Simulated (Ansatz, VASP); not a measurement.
## Two plane-wave programs on MgO

```xyz
4
Lattice="3.2817 0.0000 0.0000 -1.6409 2.8421 0.0000 0.0000 0.0000 5.0861" Properties=species:S:1:pos:R:3 pbc="T T T"
Mg    0.0000    1.8947   -0.0414
Mg    1.6409    0.9474    2.5016
O     0.0000    1.8947    2.0392
O     1.6409    0.9474    4.5822
```

Alike in both runs: task single point; functional PBEsol; k mesh 9 × 9 × 6; occupations gaussian, width 0.05 eV; no spin polarisation.

|  | VASP | Ansatz |
| --- | --- | --- |
| version | VASP 6.6.1 | Ansatz 0.2.0 |
| potentials or method | VASP PAW PBE potentials, release 64 (Mg, O) | scalar-relativistic, plane waves, PAW |
| plane-wave cutoff (eV) | 520 | 520 |
| valence electrons in the cell | 16 | 32 |

Ansatz gave:

```
gap on the k mesh at the Fermi level (eV)       : 3.30
least direct gap on the mesh (eV)               : 3.30
pressure (GPa)                                  : 0.4
largest component of the traceless stress (GPa) : 5.76
rms of the force components (eV/Å)              : 0.268
```

Estimate VASP's values.

gap on the k mesh at the Fermi level (eV): 3.30; least direct gap on the mesh (eV): 3.30; pressure (GPa): 0.1; largest component of the traceless stress (GPa): 5.82; rms of the force components (eV/Å): 0.273.

Atom by atom the forces differ by 0.005 eV/Å (rms over components). The two sets of potentials don't hold the same shells in valence. Ansatz warned: «pseudo_functional_mismatch».

Caveats: the PAW data sets were made with another functional, which shifts forces and pressure a little (VASP); an odd mesh through Γ misses points on the zone boundary, where band edges often lie.
